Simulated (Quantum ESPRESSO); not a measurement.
Wanted: the native input for a Quantum ESPRESSO 7.5 run.

```yaml
Task: relaxation of cell and atoms
Functional: PBEsol
Potentials_or_basis: SSSP 1.3 efficiency PBE
Cutoff: 857 eV
Density_cutoff: 6884 eV
k_mesh: 8 × 8 × 8
Occupations: fermi-dirac, width 0.05 eV
Spin: no spin polarisation
Target_pressure: 10 GPa
Mixing_beta: 0.5
Most_SCF_iterations: 120
SCF_threshold: 4e-10 Ry
Most_ionic_steps: 40
Forc_conv_thr: 0.0004 Ry/bohr
Etot_conv_thr: 1e-05 Ry
Ion_dynamics: bfgs
Cell_dynamics: bfgs
Press_conv_thr: 0.3 kbar
```

The system is ZnSe (Stilleite).

```
Se Zn
1.0
     0.00000    2.83380    2.83380
     2.83380    0.00000    2.83380
     2.83380    2.83380    0.00000
Se Zn
1 1
Direct
  0.75000 0.75000 0.75000
  0.00000 0.00000 0.00000
```

These files were run (other wordings do the same):

pw.in

```
&CONTROL
  calculation = 'vc-relax'
  prefix = 'pwscf'
  outdir = './tmp'
  pseudo_dir = './pseudo'
  tprnfor = .true.
  tstress = .true.
  disk_io = 'low'
  nstep = 40
  forc_conv_thr = 0.0004
  etot_conv_thr = 1d-05
/
&SYSTEM
  ibrav = 0
  nat = 2
  ntyp = 2
  ecutwfc = 63
  ecutrho = 506
  nbnd = 20
  input_dft = 'pbesol'
  occupations = 'smearing'
  smearing = 'fd'
  degauss = 0.00367493
/
&ELECTRONS
  conv_thr = 4d-10
  electron_maxstep = 120
  mixing_beta = 0.5
/
&IONS
  ion_dynamics = 'bfgs'
/
&CELL
  cell_dynamics = 'bfgs'
  press = 100
  press_conv_thr = 0.3
/
ATOMIC_SPECIES
Se    78.9710 Se_pbe_v1.uspp.F.UPF
Zn    65.3800 Zn_pbe_v1.uspp.F.UPF
CELL_PARAMETERS bohr
   0.0000000000    5.3551058920    5.3551058920
   5.3551058920    0.0000000000    5.3551058920
   5.3551058920    5.3551058920    0.0000000000
ATOMIC_POSITIONS bohr
Se     8.0326588379    8.0326588379    8.0326588379
Zn     0.0000000000    0.0000000000    0.0000000000
K_POINTS automatic
8 8 8 0 0 0
```

Potentials or basis: SSSP 1.3 efficiency PBE.

Command:

```console
$ OMP_NUM_THREADS=1 pw.x -in pw.in > pw.out
```

It gave:

```
Relaxed volume                                         : 19.86 Å³/atom
Relaxed cell                                           : a = 3.830 Å, b = 3.830 Å, c = 3.830 Å, α = 60.00°, β = 60.00°, γ = 60.00°
Space group after relaxing (to 0.05 Å)                 : F-43m (No. 216)
Energy change on relaxing (the enthalpy is what falls) : +68.1 meV/atom
Ionic steps                                            : 5
Pressure after relaxing                                : 10.1 GPa
Band gap on the k mesh                                 : 1.69 eV, direct
```

Caveat: the potentials were made for another functional, which shifts forces and pressure.

Wall time 3.2 min on 1 thread of Arm Neoverse V2 (shared host), peak memory 0.28 GiB.
